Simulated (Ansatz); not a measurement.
**Al3Ru2: how settings move the results**

The task, for Al3Ru2: sweep the k-point mesh shifted by half a step.

Computed with Ansatz 0.2.0 (DFT PBEsol, scalar-relativistic, plane waves, PAW, unless a step's input says otherwise).

1 further run of the same task is left out (set aside as unsound or not needed). Runs told in other sessions of the task aren't counted.

## Step 1: The system as given

The structure is tetragonal, space group I4/mmm (No. 139). The conventional cell has a = 3.078 Å, b = 3.078 Å, c = 14.286 Å, α = 90.00°, β = 90.00°, γ = 90.00°. Around Al (site symmetry 4/mmm) lie 8 Ru at 2.65 Å and 2 Al at 2.77 Å. Around Al (site symmetry 4mm) lie 5 Ru at 2.51 to 2.86 Å and 5 Al at 2.70 to 2.77 Å. Ru (site symmetry 4mm) has 9 Al at 2.51 to 2.86 Å in its first shell of neighbours.

As a file:

```cif
data_structure
_symmetry_space_group_name_H-M 'P 1'
_symmetry_Int_Tables_number 1
_cell_length_a 7.4673
_cell_length_b 7.4673
_cell_length_c 7.4673
_cell_angle_alpha 156.214
_cell_angle_beta 156.214
_cell_angle_gamma 33.889
_cell_volume 67.67
loop_
_atom_site_label
_atom_site_type_symbol
_atom_site_fract_x
_atom_site_fract_y
_atom_site_fract_z
_atom_site_occupancy
Al1 Al 0.00000 0.00000 0.00000 1
Al2 Al 0.80618 0.80618 0.00000 1
Al3 Al 0.19382 0.19382 0.00000 1
Ru1 Ru 0.60587 0.60587 0.00000 1
Ru2 Ru 0.39413 0.39413 0.00000 1
```

Source of the structure: the Materials Project (structure only). It is taken as it stands there.

## Step 2: The base run, which the others are set against

The input, input.yaml:

```yaml
crystal:
  lattice:
    - [-1.538900875, 1.538900875, 7.14310203]
    - [1.538900875, -1.538900875, 7.14310203]
    - [1.538900875, 1.538900875, -7.14310203]
  atoms:
    - { symbol: Al, position: [0.0, 0.0, 0.0] }
    - { symbol: Al, position: [0.80618462, 0.80618462, 0.0] }
    - { symbol: Al, position: [0.19381538, 0.19381538, 0.0] }
    - { symbol: Ru, position: [0.60586857, 0.60586857, 0.0] }
    - { symbol: Ru, position: [0.39413143, 0.39413143, 0.0] }
basis:
  ecutwfc: 420
kpoints:
  mp_grid: { grid: [16, 16, 16] }
hamiltonian:
  xc: pbesol
scf:
  occupations: { method: gaussian, width: 0.1 }
output:
  forces: true
  stress: true
  eigenvalues: true
  populations: true
```

It was run beforehand and gave: -2642.0028 eV/atom at zero smearing, pressure -1.03 GPa, largest force 0.032 eV/Å, no gap on the mesh, in 6 SCF cycles and 57 s.

## Step 3: K-point mesh shifted by half a step: 10×10×10

The input, input.yaml:

```yaml
crystal:
  lattice:
    - [-1.538900875, 1.538900875, 7.14310203]
    - [1.538900875, -1.538900875, 7.14310203]
    - [1.538900875, 1.538900875, -7.14310203]
  atoms:
    - { symbol: Al, position: [0.0, 0.0, 0.0] }
    - { symbol: Al, position: [0.80618462, 0.80618462, 0.0] }
    - { symbol: Al, position: [0.19381538, 0.19381538, 0.0] }
    - { symbol: Ru, position: [0.60586857, 0.60586857, 0.0] }
    - { symbol: Ru, position: [0.39413143, 0.39413143, 0.0] }
basis:
  ecutwfc: 420
kpoints:
  mp_grid: { grid: [10, 10, 10], shift: [0.5, 0.5, 0.5] }
hamiltonian:
  xc: pbesol
scf:
  occupations: { method: gaussian, width: 0.1 }
output:
  forces: true
  stress: true
  eigenvalues: true
```

On the command line:

```
ansatz run input.yaml --threads 1 --pin off --max-ram 2560MiB --backend cpu --events-out ev --progress --plain --runs-dir out
```

## Step 4: K-point mesh shifted by half a step set to 12×12×12

Changes to input.yaml since step 3:

```diff
@@ -14,3 +14,3 @@
 kpoints:
-  mp_grid: { grid: [10, 10, 10], shift: [0.5, 0.5, 0.5] }
+  mp_grid: { grid: [12, 12, 12], shift: [0.5, 0.5, 0.5] }
 hamiltonian:
```

## Step 5: K-point mesh shifted by half a step set to 14×14×14

Changes to input.yaml since step 4:

```diff
@@ -14,3 +14,3 @@
 kpoints:
-  mp_grid: { grid: [12, 12, 12], shift: [0.5, 0.5, 0.5] }
+  mp_grid: { grid: [14, 14, 14], shift: [0.5, 0.5, 0.5] }
 hamiltonian:
```

(Steps that only read results are left out.)

What results come out of these runs, taken together? Wanted: largest energy shift, k-point mesh shifted by half a step.

**Answer**, as computed:

```
                                                 quantity                      value
largest energy shift, k-point mesh shifted by half a step  3.97 meV/atom at 10×10×10
```

In words: The densest shifted mesh lands 0.38 meV/atom from the base run.
